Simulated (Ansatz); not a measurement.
# CuO: the cost of one run

Computed with Ansatz 0.2.0 (DFT PBE, scalar-relativistic, plane waves, PAW, unless a step's input says otherwise).

1 further run of the same task is left out (set aside as unsound or not needed).

## Step 1: The structure to begin with

It takes space group Cccm (No. 66, orthorhombic). Conventional cell: a = 4.164 Å, b = 4.176 Å, c = 5.151 Å, α = 90.00°, β = 90.00°, γ = 90.00°. Cu (site symmetry 2/m) has 4 O at 1.96 Å in its first shell of neighbours. Around O (site symmetry 222) lie 4 Cu at 1.96 Å.

Coordinates:

```xyz
4
Lattice="2.0821 -2.0879 0.0000 2.0821 2.0879 0.0000 0.0000 0.0000 5.1513" Properties=species:S:1:pos:R:3 pbc="T T T"
Cu    1.0411    1.0440    0.0000
Cu    1.0411   -1.0440    2.5756
O     2.0821    0.0000    1.2878
O     2.0821    0.0000    3.8634
```

It goes back to an entry of the Materials Project, which need not be the stable form.

This cell was relaxed beforehand with the same method: volume 11.20 Å³/atom, gap on the mesh none (metal).

The bulk reference comes from a run made before at the same settings: -3595.6419 eV/atom.

## Step 2: The (001) slab

Miller indices refer to the conventional cell of the relaxed bulk, Cccm (No. 66): a = 4.164 Å, b = 4.176 Å, c = 5.151 Å, α = 90.00°, β = 90.00°, γ = 90.00°.

The slab is a (001) slab, 14.2 Å thick as cut, with 15 Å of vacuum; its outer planes are Cu (top) and O (bottom).

The slab as cut. Layers, bottom to top:

| plane | atoms per cell | height over the lowest (Å) |
| --- | --- | --- |
| 1 | O | 0.00 |
| 2 | Cu | 1.29 |
| 3 | O | 2.58 |
| 4 | Cu | 3.86 |
| 5 | O | 5.15 |
| 6 | Cu | 6.44 |
| 7 | O | 7.73 |
| 8 | Cu | 9.01 |
| 9 | O | 10.30 |
| 10 | Cu | 11.59 |
| 11 | O | 12.88 |
| 12 | Cu | 14.17 |

## Step 3: Single point on the unrelaxed (001) slab

A dipole layer in the vacuum cancels the field that periodic copies would set up if the slab's two faces differ.

input.yaml reads:

```yaml
crystal:
  lattice:
    - [2.948703264, 0.0, 0.0]
    - [-0.0081921837, 2.9486918841, 0.0]
    - [0.0, 0.0, 29.1659708213]
  atoms:
    - { symbol: O, position: [0.5, 0.5, 0.2571489921] }
    - { symbol: Cu, position: [0.5, 0.0, 0.3013037208] }
    - { symbol: O, position: [0.5, 0.5, 0.3454584495] }
    - { symbol: Cu, position: [0.0, 0.5, 0.3896131782] }
    - { symbol: O, position: [0.5, 0.5, 0.4337679069] }
    - { symbol: Cu, position: [0.5, 0.0, 0.4779226356] }
    - { symbol: O, position: [0.5, 0.5, 0.5220773644] }
    - { symbol: Cu, position: [0.0, 0.5, 0.5662320931] }
    - { symbol: O, position: [0.5, 0.5, 0.6103868218] }
    - { symbol: Cu, position: [0.5, 0.0, 0.6545415505] }
    - { symbol: O, position: [0.5, 0.5, 0.6986962792] }
    - { symbol: Cu, position: [0.0, 0.5, 0.7428510079] }
basis:
  ecutwfc: 420
kpoints:
  mp_grid: { grid: [12, 12, 1] }
hamiltonian:
  xc: pbe
scf:
  occupations: { method: gaussian, width: 0.1 }
output:
  forces: true
  stress: true
  eigenvalues: true
  write_density: true
  write_potential: true
  elf: true
  volumetric_format: npy
efield:
  axis: 3
  dipole_correction: true
  ramp_width: 0.04
```

The run is started by

```
$ ansatz run input.yaml --threads 2 --pin off --max-ram 5120MiB --backend cpu --events-out ev --progress --plain --runs-dir out
```

What time and memory should one allow on 2 threads of Arm Neoverse V1, shared host?

About 3.4 min, with a peak of 1.2 GiB.
